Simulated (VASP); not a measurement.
## Cr: single point with PBEsol

Cr:

```
Cr
1.0
     2.46857    0.00000    0.00000
    -1.23429    2.13785    0.00000
     0.00000    0.00000    8.69381
Cr
4
Direct
  0.00000 0.00000 0.00000
  0.00000 0.00000 0.50000
  0.33333 0.66667 0.75000
  0.66667 0.33333 0.25000
```

The cell was built by a generator and needn't be a form met in nature.

| Item | Value |
| --- | --- |
| Program | VASP 6.6.1 |
| Task | single point |
| Functional | PBEsol |
| Potentials or basis | VASP PAW PBE potentials, release 64 (Cr_pv) |
| Cutoff | 520 eV |
| k mesh | 21 × 21 × 6 |
| Occupations | gaussian, width 0.1 eV |
| Spin | no spin polarisation |
| Dipole correction | no |
| Further INCAR settings | ALGO = Fast; EDIFF = 1e-07; NBANDS = 32 |

| Property | Result |
| --- | --- |
| Pressure | -0.5 GPa |
| Band gap on the k mesh | none (metal or under the smearing width) |

Stress tensor (GPa, compression positive):
```
-0.56  0.00  0.00
 0.00 -0.56  0.00
 0.00  0.00 -0.43
```

Levels at points of the mesh, in eV from the Fermi level:
```
           k point  band 20  band 21  band 22  band 23  band 24  band 25  band 26  band 27  band 28  band 29
(0.00, 0.00, 0.00)    -0.48    -0.48    -0.38    -0.38    -0.21    -0.21    -0.09    -0.09    -0.03     1.18
(0.00, 0.00, 0.50)    -0.98    -0.40    -0.40    -0.40    -0.40    -0.19    -0.19    -0.19    -0.19     1.37
```

Wall time 3.1 min on 1 thread of Intel(R) Xeon(R) 6975P-C (Granite Rapids) (shared host), peak memory 0.3 GiB.

Caveat: the PAW data sets were made with another functional, which shifts forces and pressure a little; the run has no spin polarisation, though such a crystal can be magnetic. Spin polarisation is off, so any magnetic state and its effect on volume and gap are missing.
